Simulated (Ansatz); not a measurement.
TiSe:

```
CELL_PARAMETERS angstrom
3.55900 0.00000 0.00000
-1.77950 3.08218 0.00000
0.00000 0.00000 6.22000
ATOMIC_POSITIONS crystal
Se 0.66667 0.33333 0.75000
Se 0.33333 0.66667 0.25000
Ti 0.00000 0.00000 0.50000
Ti 0.00000 0.00000 0.00000
```

- Program: Ansatz 0.2.0
- Task: relaxation of cell and atoms
- Functional: HSE06
- Potentials or basis: Ansatz PAW
- Cutoff: 420 eV (not typed: the program's choice for these potentials)
- k mesh: 6 × 6 × 4
- Occupations: fermi-dirac, width 0.05 eV
- Spin: no spin polarisation

At the start: volume 17.06 Å³/atom.

Problem. How do energy, volume and symmetry change on relaxing?

Solution. It ends after 8 steps and the volume is 16.66 Å³/atom (-2.4 %); space group P6_3/mmc (No. 194, to 0.05 Å).

The path:
```
step  energy change (eV)  largest force (eV/Å)  volume (Å³)
   1              0.0000                0.0000        68.23
   2             -0.2569                0.0000        68.04
   3             -0.3425                0.0000        66.13
   4             -0.3479                0.0000        66.68
   5             -0.3481                0.0000        66.60
   6             -0.3482                0.0000        66.60
   7             -0.3482                0.0000        66.62
   8             -0.3482                0.0000        66.62
```

Final structure:
```
Se Ti
1.0
     3.36939    0.00000    0.00000
    -1.68469    2.91798    0.00000
     0.00000    0.00000    6.77639
Se Ti
2 2
Direct
  0.66667 0.33333 0.75000
  0.33333 0.66667 0.25000
  0.00000 0.00000 0.50000
  0.00000 0.00000 0.00000
```

Caveat: the plane-wave basis is chosen anew once the cell has moved, so the energies of steps on either side of that aren't comparable; the PAW data sets come from PBE, with cores solved anew for the run's functional, which leaves a small shift of forces and pressure.
